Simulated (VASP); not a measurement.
Set up this calculation in VASP 6.6.1, as the native input.

| Item | Value |
| --- | --- |
| Task | single point |
| Functional | LDA |
| Potentials or basis | VASP PAW LDA potentials, release 64 (Hf_pv, O) |
| Cutoff | 520 eV |
| k mesh | 8 × 8 × 8 |
| Occupations | gaussian, width 0.02 eV |
| Spin | no spin polarisation |
| Dipole correction | no |
| Further INCAR settings | ALGO = Normal; EDIFF = 1e-06; NBANDS = 18 |

The structure of HfO2 lies in POSCAR:

```
HfO2
1.0
    0.0000000000      2.5008824420      2.5008824420
    2.5008824420      0.0000000000      2.5008824420
    2.5008824420      2.5008824420      0.0000000000
Hf O
1 2
Direct
    0.0000000000      0.0000000000      0.0000000000
    0.7500000000      0.7500000000      0.7500000000
    0.2500000000      0.2500000000      0.2500000000
```

Measurements of this composition are mostly on another form, of space group No. 14.

These files were run (other wordings do the same):

INCAR

```
SYSTEM = HfO2
PREC = Accurate
ENCUT = 520
EDIFF = 1E-6
ISMEAR = 0
SIGMA = 0.02
LREAL = .False.
LASPH = .True.
NELM = 100
ALGO = Normal
ISIF = 2
LWAVE = .False.
LCHARG = .True.
LELF = .True.
LVHAR = .True.
NBANDS = 18
```

KPOINTS

```
Automatic mesh
0
Gamma
  8 8 8
  0 0 0
```

Potentials or basis: VASP PAW LDA potentials, release 64 (Hf_pv, O).

Launch:

```sh
$ cat potpaw_LDA.64/Hf_pv/POTCAR potpaw_LDA.64/O/POTCAR > POTCAR
$ mpirun -np 1 vasp_std > vasp.out
```

Results of the run:

| Quantity | Value |
| --- | --- |
| Pressure | -3.3 GPa |
| Band gap on the k mesh | 3.70 eV, direct |

Caveat: spin-orbit coupling is left out, which moves the levels of the heavy elements.

Run time: 7.4 s on 1 thread of Intel(R) Xeon(R) 6975P-C (Granite Rapids), with other jobs on the host, peak memory 0.15 GiB.
